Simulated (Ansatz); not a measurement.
A run of Ansatz 0.2.0 is set up as follows.

The input input.yaml:

```yaml
crystal:
  lattice:
    - [3.798, 0.0, 0.0]
    - [-1.899, 3.2891644836, 0.0]
    - [0.0, 0.0, 6.192]
  atoms:
    - { symbol: Zr, position: [0.0, 0.0, 0.0] }
    - { symbol: Se, position: [0.6666666667, 0.3333333333, 0.75] }
    - { symbol: Se, position: [0.3333333333, 0.6666666667, 0.25] }
kpoints:
  mp_grid: { grid: [8, 8, 5] }
scf:
  occupations: { method: fermi_dirac, width: 0.05 }
hamiltonian:
  xc: pbesol
  pseudopotentials: { kind: all_electron, datasets: crystal }
output: {}
phonons:
  method: dfpt
```

Potentials or basis: all-electron PAW datasets made for the crystal.

Run with:

```console
$ ansatz run input.yaml --threads 2 --pin off --max-ram 6144MiB --backend cpu --events-out ev --progress --plain --runs-dir out
```

Task: What does it give for the highest phonon frequency at Γ, LO-TO splitting left out?

Result: 237 cm⁻¹.

Task: What does it give for the band gap on the k mesh?

Result: 0.36 eV, indirect (least direct gap 1.02 eV).

Phonon frequencies in cm⁻¹ (negative: imaginary):
| q point | frequencies |
| --- | --- |
| (0.000, 0.000, 0.000) | 0 0 0 105 105 145 145 184 237 |

Caveat: the program warned that the printed levels may be off, so bands, gaps and densities of states are rough; an odd mesh through Γ misses points on the zone boundary, where band edges often lie.

The gap isn't set beside the measured one, since this odd mesh misses points on the zone boundary.
